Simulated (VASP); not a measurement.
# GaN (P6_3mc) in VASP: settings compared

The runs below take GaN through relaxation of cell and atoms, with RPBE, PBE.

All numbers are computed with VASP 6.6.1; they aren't measurements. Logs are shortened: lines on timing, memory, paths and dates and some standing lists are left out, and cuts for length are marked.

**1. The crystal as given**

It takes space group P6_3mc (No. 186, hexagonal). The conventional cell has a = 3.243 Å, b = 3.243 Å, c = 5.284 Å, α = 90.00°, β = 90.00°, γ = 120.00°. Ga (site symmetry 3m) is surrounded by 4 N at 1.98 to 1.99 Å. N (site symmetry 3m) is surrounded by 4 Ga at 1.98 to 1.99 Å.

**2. Relaxation of cell and atoms, RPBE**

Input file INCAR:

```
PREC = Accurate
ENCUT = 600
EDIFF = 1E-7
ISMEAR = 0
SIGMA = 0.03
LREAL = False
LASPH = True
NELM = 80
ALGO = Normal
ISIF = 3
LWAVE = False
LCHARG = False
GGA = RP
IBRION = 2
NSW = 90
EDIFFG = -0.005
```

Input file KPOINTS:

```
Automatic mesh
0
Gamma
  12 12 5
```

Input file POSCAR:

```
GaN                                     
1.0
    3.2433660303      0.0000000000     -0.0000000000
   -1.6216830151      2.8088373717      0.0000000000
   -0.0000000000     -0.0000000000      5.2835397201
  Ga              N             
     2     2
Direct
     0.3333333300000021    0.6666666699999979    0.9990543641832427
     0.6666666699999979    0.3333333300000021    0.4990543641832426
     0.3333333300000021    0.6666666699999979    0.3759456358167574
     0.6666666699999979    0.3333333300000021    0.8759456358167573
```

Potentials or basis: VASP PAW PBE potentials, release 64 (Ga_d, N).

Command:

```
$ cat potpaw_PBE.64/Ga_d/POTCAR potpaw_PBE.64/N/POTCAR > POTCAR
$ mpirun -np 1 vasp_std > vasp.out
```

OUTCAR:

```text
PREC = Accurate
   ENCUT = 600
   EDIFF = 1E-7
   ISMEAR = 0
   LREAL = False
   LASPH = True
   NELM = 80
   ISIF = 3
   GGA = RP
   IBRION = 2
   NSW = 90
   EDIFFG = -0.005

 ion  position               nearest neighbor table
   1  0.333  0.667  0.999-   4 1.98   4 1.98   4 1.98   3 1.99
   2  0.667  0.333  0.499-   3 1.98   3 1.98   3 1.98   4 1.99
   3  0.333  0.667  0.376-   2 1.98   2 1.98   2 1.98   1 1.99
   4  0.667  0.333  0.876-   1 1.98   1 1.98   1 1.98   2 1.99

  LATTYP: Found a hexagonal cell.
 ALAT       =     3.2433660303
 C/A-ratio  =     1.6290297397

  Lattice vectors:

 A1 = (   3.2433660303,   0.0000000000,   0.0000000000)
 A2 = (  -1.6216830151,   2.8088373717,   0.0000000000)
 A3 = (   0.0000000000,   0.0000000000,   5.2835397201)

Analysis of symmetry for initial positions (statically):
=====================================================================
 Subroutine PRICEL returns:
 Original cell was already a primitive cell.

 Routine SETGRP: Setting up the symmetry group for a
 hexagonal supercell.

 Subroutine GETGRP returns: Found 12 space group operations
 (whereof  6 operations were pure point group operations)
 out of a pool of 24 trial point group operations.

The static configuration has the point symmetry C_3v.
 The point group associated with its full space group is C_6v.

Analysis of symmetry for dynamics (positions and initial velocities):
=====================================================================
 Subroutine PRICEL returns:
 Original cell was already a primitive cell.

 Routine SETGRP: Setting up the symmetry group for a
 hexagonal supercell.

 Subroutine GETGRP returns: Found 12 space group operations
 (whereof  6 operations were pure point group operations)
 out of a pool of 24 trial point group operations.

The dynamic configuration has the point symmetry C_3v.
 The point group associated with its full space group is C_6v.

 Subroutine INISYM returns: Found 12 space group operations
 (whereof  6 operations are pure point group operations),
 and found     1 'primitive' translations

----------------------------------------------------------------------------------------

                                     Primitive cell

  volume of cell :      48.1335

  direct lattice vectors                    reciprocal lattice vectors
     3.243366030  0.000000000  0.000000000     0.308321660  0.178009594  0.000000000
    -1.621683015  2.808837372  0.000000000     0.000000000  0.356019188  0.000000000
     0.000000000  0.000000000  5.283539720     0.000000000  0.000000000  0.189267054

  length of vectors
     3.243366030  3.243366027  5.283539720     0.356019187  0.356019188  0.189267054

  position of ions in fractional coordinates (direct lattice)
     0.333333330  0.666666670  0.999054364
     0.666666670  0.333333330  0.499054364
     0.333333330  0.666666670  0.375945636
     0.666666670  0.333333330  0.875945636

  ion indices of the primitive-cell ions
   primitive index   ion index
                 1           1
                 2           2
                 3           3
                 4           4

----------------------------------------------------------------------------------------

 KPOINTS: Automatic mesh

Automatic generation of k-mesh.
 Grid dimensions read from file:
 generate k-points for:   12   12    5

 Generating k-lattice:

  Cartesian coordinates                     Fractional coordinates (reciprocal lattice)
     0.025693472  0.014834133  0.000000000     0.083333333  0.000000000  0.000000000
     0.000000000  0.029668266  0.000000000     0.000000000  0.083333333  0.000000000
     0.000000000  0.000000000  0.037853411     0.000000000  0.000000000  0.200000000

  Length of vectors
     0.029668266  0.029668266  0.037853411

  Shift w.r.t. Gamma in fractional coordinates (k-lattice)
     0.000000000  0.000000000  0.000000000

 Subroutine IBZKPT returns following result:
 ===========================================

 Found     57 irreducible k-points:

 Following reciprocal coordinates:
            Coordinates               Weight
  0.000000  0.000000  0.000000      1.000000
  0.083333  0.000000  0.000000      6.000000
  0.166667  0.000000  0.000000      6.000000
  0.250000 -0.000000  0.000000      6.000000
  0.333333  0.000000  0.000000      6.000000
  0.416667 -0.000000  0.000000      6.000000
[... 16 lines left out ...]
  0.250000 -0.000000  0.200000     12.000000
  0.333333  0.000000  0.200000     12.000000
 [... further k-points ...]
   k-points           NKPTS =     57   k-points in BZ     NKDIM =     57   number of bands    NBANDS=     22
   number of dos      NEDOS =    301   number of ions     NIONS =      4
   total plane-waves  NPLWV =  32928
   dimension x,y,z NGX =    28 NGY =   28 NGZ =   42
   dimension x,y,z NGXF=    56 NGYF=   56 NGZF=   84
   ions per type =               2   2
   NGX,Y,Z   is equivalent  to a cutoff of  14.35, 14.35, 13.22 a.u.
   NGXF,Y,Z  is equivalent  to a cutoff of  28.70, 28.70, 26.43 a.u.
 SYSTEM =  unknown system
   PREC   = accura    normal or accurate (medium, high low for compatibility)
   ISTART =      0    job   : 0-new  1-cont  2-samecut
   ICHARG =      2    charge: 1-file 2-atom 10-const
   ISPIN  =      1    spin polarized calculation?
   LNONCOLLINEAR =      F non collinear calculations
   LSORBIT =      F    spin-orbit coupling
   LASPH  =      T    aspherical Exc in radial PAW
   ENCUT  =  600.0 eV  44.10 Ry    6.64 a.u.   6.48  6.48 10.55*2*pi/ulx,y,z
   NELM   =     80;   NELMIN=  2; NELMDL= -5     # of ELM steps
   EDIFF  = 0.1E-06   stopping-criterion for ELM
   LREAL  =      F    real-space projection
   EDIFFG = -.5E-02   stopping-criterion for IOM
   NSW    =     90    number of steps for IOM
   IBRION =      2    ionic relax: 0-MD 1-quasi-New 2-CG
   NFREE  =      1    steps in history (QN), initial steepest desc. (CG)
   ISIF   =      3    stress and relaxation
   ISYM   =      2    0-nonsym 1-usesym 2-fastsym
   POTIM  = 0.5000    time-step for ionic-motion
   TEBEG  =    0.0;   TEEND  =   0.0 temperature during run
   PSTRESS=    0.0 pullay stress
   NELECT =      36.0000    total number of electrons
   NUPDOWN=      -1.0000    fix difference up-down
   EMIN   =  10.00;   EMAX   =-10.00  energy-range for DOS
   EFERMI =   0.00;   METHOD = LEGACY
   ISMEAR =     0;   SIGMA  =   0.03  broadening in eV -4-tet -1-fermi 0-gaus
   EFERMI_NEDOS =   21; number of points for ismear=-14 and -15
   IALGO  =     38    algorithm
   IMIX   =      4    mixing-type and parameters
     AMIX     =   0.40;   BMIX     =  1.00
     AMIX_MAG =   1.60;   BMIX_MAG =  1.00
  volume/ion in A,a.u.               =      12.03        81.21
  Fermi-wavevector in a.u.,A,eV,Ry     =   1.486026  2.808182 30.045393  2.208274
  Thomas-Fermi vector in A             =   2.599364
   LORBIT       =      0    0 simple, 1 ext, 2 COOP (PROOUT), +10 PAW based schemes
   GGA     = RP    functional components
   LHFCALC =     F    Hartree Fock is set to
   AEXX    =    0.0000 exact exchange contribution
   IVDW    =     0    specifies the selected vdW correction
   LEPSILON=     F    determine dielectric tensor
   LRPA    =     F    only Hartree local field effects (RPA)
 conjugate gradient relaxation of ions
 non-spin polarized calculation
 Gauss-broadening in eV      SIGMA  =   0.03
  energy-cutoff  :      600.00
  volume of cell :       48.13
 maximum number of plane-waves:      1641
 NGX is ok and might be reduce to    28
   NGX = 13   NGY = 13   NGZ = 21

--------------------------------------- Ionic step        1  -------------------------------------------

 number of electron      36.0000005 magnetization

 Free energy of the ion-electron system (eV)
  ---------------------------------------------------
  ext. energy  EPLUGINS =         0.00000000
  ---------------------------------------------------
  free energy    TOTEN  =       -22.69462008 eV

  energy without entropy =      -22.69462008  energy(sigma->0) =      -22.69462008

------------------------ aborting loop because EDIFF is reached ----------------------------------------

  FORCE on cell =-STRESS in cart. coord.  units (eV):
  Direction    XX          YY          ZZ          XY          YZ          ZX
  --------------------------------------------------------------------------------------
  -------------------------------------------------------------------------------------
  Total       -0.0343473     -0.0343473     -0.0511520     -0.0000000      0.0000000      0.0000000
  in kB       -1.1432891     -1.1432891     -1.7026500     -0.0000000      0.0000000      0.0000000
  external PRESSURE =      -1.3297427 kB  Pullay stress =       0.0000000 kB
[... 61 lines left out ...]
  energy  without entropy=      -22.6946277378  energy(sigma->0) =      -22.69462774

--------------------------------------- Ionic step        3  -------------------------------------------

 number of electron      36.0000005 magnetization

 Free energy of the ion-electron system (eV)
  ---------------------------------------------------
  ext. energy  EPLUGINS =         0.00000000
  ---------------------------------------------------
  free energy    TOTEN  =       -22.69463718 eV

  energy without entropy =      -22.69463718  energy(sigma->0) =      -22.69463718

 E-fermi :   5.1084     XC(G=0): -11.1978

 val. band max:        4.9137411857   @ k =   0.0000   0.0000   0.0000
 cond. band min:       6.5408632535   @ k =   0.0000   0.0000   0.0000
 fundamental gap:      1.6271220678
 Fermi energy:         5.1084452096

 k-point     1 :       0.0000    0.0000    0.0000
  band No.  band energies     occupation
      1     -10.6797      2.00000
      2      -9.9346      2.00000
      3      -8.5038      2.00000
      4      -8.4906      2.00000
      5      -8.4906      2.00000
      6      -8.4387      2.00000
[... 574 lines left out ...]
      6      -8.3202      2.00000
[... 14 lines left out ...]
     21      11.8405      0.00000
     22      12.8755      0.00000

 [... further k-points ...]

------------------------ aborting loop because EDIFF is reached ----------------------------------------

  FORCE on cell =-STRESS in cart. coord.  units (eV):
  Direction    XX          YY          ZZ          XY          YZ          ZX
  --------------------------------------------------------------------------------------
  -------------------------------------------------------------------------------------
  Total        0.0007121      0.0007121     -0.0027542      0.0000000      0.0000000      0.0000000
  in kB        0.0237213      0.0237213     -0.0917541      0.0000000      0.0000000      0.0000000
  external PRESSURE =      -0.0147705 kB  Pullay stress =       0.0000000 kB
[... 19 lines left out ...]
  FREE ENERGIE OF THE ION-ELECTRON SYSTEM (eV)
  ---------------------------------------------------
  free  energy   TOTEN  =       -22.6946371778 eV

  energy  without entropy=      -22.6946371778  energy(sigma->0) =      -22.69463718

 reached required accuracy - stopping structural energy minimisation
```

Wall time 1.8 min (1 thread of Intel Xeon Platinum 8488C (Sapphire Rapids), shared host); peak memory 0.22 GiB.

What came out:

| Item | Value |
| --- | --- |
| Free energy | -22.6946 eV |
| Relaxed volume | 12.02 Å³/atom |
| Relaxed cell | a = 3.243 Å, b = 3.243 Å, c = 5.282 Å, α = 90.00°, β = 90.00°, γ = 120.00° |
| Space group after relaxing (to 0.05 Å) | P6_3mc (No. 186) |
| Energy gained by relaxing | 0.0 meV/atom |
| Ionic steps | 3 |
| Pressure after relaxing | 0.0 GPa |
| Band gap on the k mesh | 1.63 eV, direct |

Final structure:
```
Ga N
1.0
     3.24259    0.00000    0.00000
    -1.62130    2.80817    0.00000
     0.00000    0.00000    5.28166
Ga N
2 2
Cartesian
  0.0000 1.8721 5.2767
  1.6213 0.9361 2.6359
  0.0000 1.8721 1.9856
  1.6213 0.9361 4.6264
```

Caveat: the PAW data sets were made with another functional, which shifts forces and pressure a little.

**3. Relaxation of cell and atoms, PBE**

This run uses another cell than the first one, of 11.31 Å³/atom, 0.940 times its volume.

Input file INCAR:

```
SYSTEM = GaN
PREC = Accurate
ENCUT = 600
EDIFF = 1E-6
ISMEAR = 0
SIGMA = 0.03
LREAL = .FALSE.
LASPH = .TRUE.
NELM = 80
ALGO = Normal
ISIF = 3
LWAVE = .FALSE.
LCHARG = .FALSE.
GGA = PE
IBRION = 2
NSW = 90
EDIFFG = -0.01
```

Input file KPOINTS:

```
regular mesh
0
G
  12 12 5
  0 0 0
```

Input file POSCAR:

```
GaN
1.0
    3.1800000000      0.0000000000      0.0000000000
   -1.5900000000      2.7539607800      0.0000000000
    0.0000000000      0.0000000000      5.1660000000
Ga N
2 2
Direct
    0.3333333300      0.6666666700      0.0000000000
    0.6666666700      0.3333333300      0.5000000000
    0.3333333300      0.6666666700      0.3750000000
    0.6666666700      0.3333333300      0.8750000000
```

Potentials or basis: VASP PAW PBE potentials, release 64 (Ga_d, N).

Command:

```
$ cat potpaw_PBE.64/Ga_d/POTCAR potpaw_PBE.64/N/POTCAR > POTCAR
$ mpirun -np 1 vasp_std > vasp.out
```

Run time: 95 s. Hardware: 1 thread of Intel Xeon 6975P-C (Granite Rapids), shared host; peak memory 0.22 GiB.

The run converged. Its results:

| Quantity | Value |
| --- | --- |
| Free energy | -24.3283 eV |
| Relaxed volume | 11.75 Å³/atom |
| Relaxed cell | a = 3.217 Å, b = 3.217 Å, c = 5.243 Å, α = 90.00°, β = 90.00°, γ = 120.00° |
| Space group after relaxing (to 0.05 Å) | P6_3mc (No. 186) |
| Energy gained by relaxing | 10.1 meV/atom |
| Ionic steps | 5 |
| Pressure after relaxing | 0.1 GPa |
| Largest force after relaxing | 0.007 eV/Å |
| Band gap on the k mesh | 1.72 eV, direct |

Forces on the atoms (eV/Å):
```
Ga   0.000  0.000 -0.007
Ga   0.000  0.000 -0.007
N    0.000  0.000  0.007
N    0.000  0.000  0.007
```

The path:
| step | energy change (eV) | largest force (eV/Å) | pressure (GPa) | volume (Å³) |
| --- | --- | --- | --- | --- |
| 1 | 0.0000 | 0.1346 | 7.17 | 45.24 |
| 2 | -0.0118 | 0.0620 | -5.27 | 48.64 |
| 3 | -0.0402 | 0.0105 | -0.03 | 47.03 |
| 4 | -0.0402 | 0.0127 | 0.13 | 47.00 |
| 5 | -0.0403 | 0.0073 | 0.09 | 47.00 |

Final structure:
```xyz
4
Lattice="3.2171 0.0000 0.0000 -1.6086 2.7861 0.0000 0.0000 0.0000 5.2435" Properties=species:S:1:pos:R:3 pbc="T T T"
Ga    0.0000    1.8574    5.2395
Ga    1.6086    0.9287    2.6178
N     0.0000    1.8574    1.9703
N     1.6086    0.9287    4.5920
```

Levels at points of the mesh, in eV from the valence-band top:
| k point | band 16 | band 17 | band 18 | band 19 | band 20 | band 21 |
| --- | --- | --- | --- | --- | --- | --- |
| (0.00, 0.00, 0.00) | -0.04 | 0.00 | 0.00 | 1.72 | 4.07 | 9.02 |
| (0.50, 0.00, 0.00) | -2.64 | -2.12 | -0.96 | 4.99 | 5.38 | 5.97 |

Expect the measured gap to be larger: semilocal functionals such as PBE lack the derivative discontinuity. PBE usually gives volumes a little too large and moduli too small.
